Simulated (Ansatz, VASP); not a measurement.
One calculation of ZnS, two programs

INCAR

```
SYSTEM = ZnS
PREC = Accurate
ENCUT = 520
EDIFF = 1E-6
ISMEAR = 0
SIGMA = 0.01
LREAL = .False.
LASPH = .True.
NELM = 60
ALGO = Normal
ISIF = 2
LWAVE = .False.
LCHARG = .True.
LELF = .True.
LVHAR = .True.
NBANDS = 26
```

KPOINTS

```
regular mesh
0
Gamma
  6 6 4
  0 0 0
```

The input POSCAR:

```
ZnS
1.0
    3.6634677879      0.0000000000      0.0000000000
   -1.8317338940      3.1726561703      0.0000000000
    0.0000000000      0.0000000000      6.2204714968
Zn S
2 2
Direct
    0.3333333333      0.6666666667      0.0088842482
    0.6666666667      0.3333333333      0.5088842482
    0.3333333333      0.6666666667      0.3761157518
    0.6666666667      0.3333333333      0.8761157518
```

Input for Ansatz:

```yaml
crystal:
  lattice:
    - [3.66346778792, 0.0, 0.0]
    - [-1.83173389396, 3.17265617028, 0.0]
    - [0.0, 0.0, 6.22047149685]
  atoms:
    - { symbol: Zn, position: [0.333333333333, 0.666666666667, 0.008884248166] }
    - { symbol: Zn, position: [0.666666666667, 0.333333333333, 0.508884248166] }
    - { symbol: S, position: [0.333333333333, 0.666666666667, 0.376115751834] }
    - { symbol: S, position: [0.666666666667, 0.333333333333, 0.876115751834] }
kpoints:
  mp_grid: { grid: [6, 6, 4] }
scf:
  occupations: { method: fixed }
  convergence: { dr2_threshold: 1.0e-10 }
hamiltonian:
  xc: lda
  pseudopotentials: { kind: all_electron, lapw: { basis_error: 0.0005 } }
output:
  forces: true
  stress: true
  eigenstates:
    kpoints:
      - [0.0, 0.0, 0.0]
      - [0.0, 0.0, -0.5]
      - [-0.5, 0.0, 0.0]
      - [-0.5, 0.5, 0.0]
      - [0.0, -0.5, 0.0]
      - [-0.5, 0.0, -0.5]
      - [-0.5, 0.5, -0.5]
      - [0.0, -0.5, -0.5]
  eigenvalues: true
```

Change from the starting cell: film at in-plane strain -0.02.

Alike in both runs: task single point; functional LDA; k mesh 6 × 6 × 4; no spin polarisation.

|  | VASP | Ansatz |
| --- | --- | --- |
| version | VASP 6.6.1 | Ansatz 0.2.0 |
| potentials or method | VASP PAW LDA potentials, release 64 (Zn, S) | all-electron LAPW, scalar-relativistic |
| plane-wave cutoff (eV) | 520 | see its input |
| occupations | gaussian, width 0.01 eV | fixed |

```tsv
	VASP	Ansatz	Ansatz less VASP
gap on the k mesh at the Fermi level (eV)	2.21	2.18	-0.033
pressure (GPa)	2.7	2.5	-0.27
largest component of the traceless stress (GPa)	2.42	2.42	+0.002
```

Ansatz ran all-electron here, so the differences hold the error of VASP's frozen core and of both bases.
